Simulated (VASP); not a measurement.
Input of a VASP 6.6.1 run:

Contents of POSCAR:

```
Y
1.0
    3.6425693900      0.0000000000      0.0000000000
   -1.8212847000      3.1545576300      0.0000000000
    0.0000000000      0.0000000000      5.8791583500
Y
2
Direct
    0.3333333300      0.6666666700      0.2500000000
    0.6666666700      0.3333333300      0.7500000000
```

INCAR.step1

```
SYSTEM = Y
  PREC = Accurate
  ENCUT = 350
  EDIFF = 1E-8
  ISMEAR = 0
  SIGMA = 0.1
  LREAL = .FALSE.
  LASPH = .TRUE.
  NELM = 60
  ALGO = Normal
  ISIF = 3
  LWAVE = .FALSE.
  LCHARG = .FALSE.
  GGA = CA
  IBRION = 2
  NSW = 40
  EDIFFG = -0.002
```

INCAR.step2

```
SYSTEM = Y
  PREC = Accurate
  ENCUT = 350
  EDIFF = 1E-8
  ISMEAR = 0
  SIGMA = 0.1
  LREAL = .FALSE.
  LASPH = .TRUE.
  NELM = 60
  ALGO = Normal
  ISIF = 3
  LWAVE = .FALSE.
  LCHARG = .FALSE.
  GGA = CA
  IBRION = 6
  NFREE = 2
  POTIM = 0.015
  NSW = 1
```

File KPOINTS:

```
Automatic mesh
0
G
  15 15 8
  0 0 0
```

Potentials or basis: VASP PAW LDA potentials, release 64 (Y_sv).

The run is started by

```console
$ cat potpaw_LDA.64/Y_sv/POTCAR > POTCAR
$ cp INCAR.step1 INCAR
$ mpirun -np 1 vasp_std > vasp.out
$ cp CONTCAR POSCAR
$ cp INCAR.step2 INCAR
$ mpirun -np 1 vasp_std > vasp.out
```

Problem. What does it give for the Voigt bulk modulus?

Solution. 45 GPa.

Problem. Estimate the highest phonon frequency at Γ.

Solution. 154 cm⁻¹.

Problem. Estimate the space group after relaxing (to 0.05 Å).

Solution. P6_3/mmc (No. 194).

Problem. Predict the relaxed cell.

Solution. a = 3.538 Å, b = 3.538 Å, c = 5.500 Å, α = 90.00°, β = 90.00°, γ = 120.00°.

Step by step:
```tsv
step	energy change (eV)	largest force (eV/Å)	pressure (GPa)	volume (Å³)
1	0.0000	0.0000	-4.68	67.56
2	-0.1320	0.0000	0.95	58.35
3	-0.1349	0.0000	0.12	59.41
4	-0.1349	0.0000	0.00	59.56
5	-0.1366	0.0000	-0.04	59.64
6	-0.1373	0.0000	-0.08	59.73
7	-0.1373	0.0000	-0.08	59.73
8	-0.1373	0.0000	0.03	59.59
9	-0.1373	0.0000	0.00	59.63
```
